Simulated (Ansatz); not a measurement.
# Ge: the cost of one run

Method: DFT PBEsol, scalar-relativistic, plane waves, PAW, in Ansatz 0.2.0.

2 further runs of the same task are left out: 2 set aside as unsound or not needed.

### Step 1. Starting point

It takes space group Cmmm (No. 65, orthorhombic). The conventional cell has a = 2.765 Å, b = 5.039 Å, c = 2.643 Å, α = 90.00°, β = 90.00°, γ = 90.00°. Ge (site symmetry mmm) has 8 Ge at 2.64 to 2.87 Å as nearest neighbours.

As a file:

```cif
data_structure
_symmetry_space_group_name_H-M 'Cmmm'
_symmetry_Int_Tables_number 65
_cell_length_a 2.7652
_cell_length_b 5.0390
_cell_length_c 2.6427
_cell_angle_alpha 90.000
_cell_angle_beta 90.000
_cell_angle_gamma 90.000
_cell_volume 36.82
loop_
_atom_site_label
_atom_site_type_symbol
_atom_site_symmetry_multiplicity
_atom_site_Wyckoff_symbol
_atom_site_fract_x
_atom_site_fract_y
_atom_site_fract_z
_atom_site_occupancy
Ge1 Ge 2 b 0.50000 0.00000 0.00000 1
```

It goes back to an entry of the Materials Project, which need not be the stable form.

It is built from the cell relaxed beforehand with the same method (18.41 Å³/atom).

### Step 2. Zero of the scan

The input, input.yaml:

```yaml
crystal:
  lattice:
    - [0.0, 0.0, -2.6427277822]
    - [2.7652112297, 0.0, 0.0]
    - [0.0, -5.0390024823, 0.0]
  atoms:
    - { symbol: Ge, position: [0.0, 0.5, 0.0] }
    - { symbol: Ge, position: [0.0, 0.0, 0.5] }
basis:
  ecutwfc: 420
kpoints:
  mp_grid: { grid: [12, 12, 8] }
hamiltonian:
  xc: pbesol
scf:
  occupations: { method: gaussian, width: 0.15 }
output:
  forces: true
  stress: true
  eigenvalues: true
```

On the command line:

```sh
> ansatz run input.yaml --threads 1 --pin off --max-ram 2560MiB --backend cpu --events-out ev --progress --plain --runs-dir out
```

Q: Estimate wall time and peak memory on 1 thread of Oxide Virtual Turin-like (Zen 5), shared host.

About 7.4 s, with a peak of 0.44 GiB.
